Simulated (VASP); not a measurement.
Here is a VASP 6.6.1 calculation.

POSCAR

```
MgO
1.0
    3.3004900000      0.0000000000      0.0000000000
   -1.6502500000      2.8583100000      0.0000000000
    0.0000000000      0.0000000000      5.0086300000
Mg O
2 2
Direct
    0.3333300000      0.6666700000      0.0034600000
    0.6666700000      0.3333300000      0.5034600000
    0.3333300000      0.6666700000      0.4011400000
    0.6666700000      0.3333300000      0.9011400000
```

File INCAR.step1:

```
  ALGO = Normal
  EDIFF = 1E-5
  ENCUT = 520
  GGA = PE
  ISIF = 2
  ISMEAR = 0
  LASPH = T
  LCHARG = F
  LREAL = F
  LWAVE = T
  NBANDS = 16
  NELM = 60
  PREC = Accurate
  SIGMA = 0.02
```

The input INCAR.step2:

```
  ALGO = Normal
  EDIFF = 1E-7
  ENCUT = 520
  ISIF = 2
  ISMEAR = 0
  ISTART = 1
  LASPH = T
  LCHARG = F
  LREAL = F
  LWAVE = F
  METAGGA = MBJ
  NBANDS = 16
  NELM = 60
  PREC = Accurate
  SIGMA = 0.02
```

Contents of KPOINTS:

```
k-points
0
Gamma
  9 9 6
```

KPOINTS_OPT

```
path GMKGALHA,LM,KH
20
line-mode
reciprocal
 0.0000000000  0.0000000000  0.0000000000  G
 0.5000000000  0.0000000000  0.0000000000  M

 0.5000000000  0.0000000000  0.0000000000  M
 0.3333333333  0.3333333333  0.0000000000  K

 0.3333333333  0.3333333333  0.0000000000  K
 0.0000000000  0.0000000000  0.0000000000  G

 0.0000000000  0.0000000000  0.0000000000  G
 0.0000000000  0.0000000000  0.5000000000  A

 0.0000000000  0.0000000000  0.5000000000  A
 0.5000000000  0.0000000000  0.5000000000  L

 0.5000000000  0.0000000000  0.5000000000  L
 0.3333333333  0.3333333333  0.5000000000  H

 0.3333333333  0.3333333333  0.5000000000  H
 0.0000000000  0.0000000000  0.5000000000  A

 0.5000000000  0.0000000000  0.5000000000  L
 0.5000000000  0.0000000000  0.0000000000  M

 0.3333333333  0.3333333333  0.0000000000  K
 0.3333333333  0.3333333333  0.5000000000  H
```

Potentials or basis: VASP PAW PBE potentials, release 64 (Mg, O).

Run with:

```bash
$ cat potpaw_PBE.64/Mg/POTCAR potpaw_PBE.64/O/POTCAR > POTCAR
$ cp INCAR.step1 INCAR
$ mpirun -np 1 vasp_std > vasp.out
$ cp INCAR.step2 INCAR
$ mpirun -np 1 vasp_std > vasp.out
```

**Question.** Predict the band gap along the path.

**Answer.** 5.71 eV, direct.

**Question.** Estimate the band gap on the k mesh.

**Answer.** 5.71 eV, direct.

Levels at the corners of the path, in eV from the valence-band top:
```csv
point,band 6,band 7,band 8,band 9,band 10,band 11
Γ,-0.39,-0.39,0.00,5.71,10.78,12.73
M,-1.12,-0.66,-0.46,10.09,10.43,11.56
M,-1.12,-0.66,-0.46,10.09,10.43,11.56
K,-1.11,-1.01,-1.01,10.59,10.95,12.40
K,-1.11,-1.01,-1.01,10.59,10.95,12.40
Γ,-0.39,-0.39,0.00,5.71,10.78,12.73
Γ,-0.39,-0.39,0.00,5.71,10.78,12.73
A,-0.54,-0.54,-0.54,8.04,8.04,15.64
A,-0.54,-0.54,-0.54,8.04,8.04,15.64
L,-0.81,-0.60,-0.60,9.75,9.75,13.14
L,-0.81,-0.60,-0.60,9.75,9.75,13.14
H,-1.71,-0.35,-0.35,10.87,10.87,12.18
H,-1.71,-0.35,-0.35,10.87,10.87,12.18
A,-0.54,-0.54,-0.54,8.04,8.04,15.64
L,-0.81,-0.60,-0.60,9.75,9.75,13.14
M,-1.12,-0.66,-0.46,10.09,10.43,11.56
K,-1.11,-1.01,-1.01,10.59,10.95,12.40
H,-1.71,-0.35,-0.35,10.87,10.87,12.18
```
